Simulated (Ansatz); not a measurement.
Input of an Ansatz 0.2.0 run:

File input.yaml:

```yaml
crystal:
  lattice:
    - [1.58, 0.9122134253, 6.15]
    - [-1.58, 0.9122134253, 6.15]
    - [0.0, -1.8244268506, 6.15]
  atoms:
    - { symbol: Mo, position: [0.0, 0.0, 0.0] }
    - { symbol: S, position: [0.417, 0.417, 0.417] }
    - { symbol: S, position: [0.25, 0.25, 0.25] }
kpoints:
  mp_grid: { grid: [10, 10, 10] }
scf:
  occupations: { method: fermi_dirac, width: 0.05 }
hamiltonian:
  xc: pbesol
  pseudopotentials: { kind: all_electron, lapw: { basis_error: 0.002 } }
  hubbard:
    sites: [{ species: Mo, l: d, u_eff: 4 }]
    double_counting: fll
    projectors: ortho-atomic
output:
  forces: true
  stress: true
  eigenvalues: true
  dos: { projected: false, de: 0.2, e_range: [-14, 6] }
  hubbard: {}
```

Potentials or basis: all-electron LAPW, scalar-relativistic.

Run with:

```bash
$ ansatz run input.yaml --threads 2 --pin off --max-ram 8192MiB --backend cpu --events-out ev --progress --plain --runs-dir out
```

(1) What does it give for the band gap on the k mesh?

(2) Estimate the largest force.

Results:

(1) 0.95 eV, indirect (least direct gap 1.79 eV).

(2) 0.244 eV/Å.
